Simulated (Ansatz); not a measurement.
**Work and stress of cleavage in Ge**

Theory: Ansatz, DFT PBEsol, scalar-relativistic, plane waves, PAW. Settings: plane waves to 420 eV, k-mesh 17×17×6 (Γ-centred), Gaussian smearing 0.15 eV. No spin polarisation. Energies are free energies at this smearing, counted from the undisturbed cell; pressure is positive in compression.

The undisturbed cell (relaxed at this level):

```
Ge
1.0
     2.83788   -2.83788    0.00000
     2.83788    0.00000   -2.83788
     5.67576    5.67576    5.67576
Ge
6
Direct
  0.66667 0.66667 0.54163
  0.00000 0.00000 0.20830
  0.33333 0.33333 0.87497
  0.66667 0.66667 0.79163
  0.00000 0.00000 0.45830
  0.33333 0.33333 0.12497
```

The cut lies on the cell's a–b face, a (1 1 1) plane (indices in the standard cell, whose axes needn't be the Cartesian ones shown) of area 13.95 Å², between layers 2.46 Å apart. Vector c is lengthened by d along the normal with the atoms' Cartesian places fixed: one unrelaxed cut a cell. The traction is positive where the two halves pull on each other.

```csv
d (Å),energy (J/m²),traction (GPa)
-0.30,0.55,-45.2
0.00,0.00,0.0
0.25,0.18,12.4
0.50,0.55,15.7
1.00,1.29,12.9
2.00,2.09,3.7
3.00,2.25,0.5
6.00,2.27,0.0
```

Problem. What are the work of separation and the cleavage stress, and do they fit the universal binding curve?

Solution. The energy levels off near W ≈ 2.27 J/m² (the traction is down to 0.0 GPa), the energy of the two unrelaxed faces, 1.14 J/m² each on average. The largest sampled traction is 15.7 GPa at d = 0.50 Å, and a parabola through it and its two neighbours peaks at σ_max ≈ 16.1 GPa, d ≈ 0.64 Å. The curve E = W[1 − (1 + d/ℓ)exp(−d/ℓ)] peaks in traction at d = ℓ with σ_max = W/(eℓ); with 1 J/m² per Å = 10 GPa this W and σ_max give ℓ = 0.52 Å. A parabola through that curve at the same three d peaks at 0.61 Å, against 0.64 Å here, a fair fit. Real crystals break at far lower stress, because cracks concentrate it, and on the plane of lowest W, which needn't be this one.

The cut is rigid; relaxing the faces lowers these energies and usually the stresses.

In a metal these slopes depend on the k mesh and the smearing.

Cost: 8 runs of about 12 core-minutes in all, on Arm Neoverse V2 (shared hosts).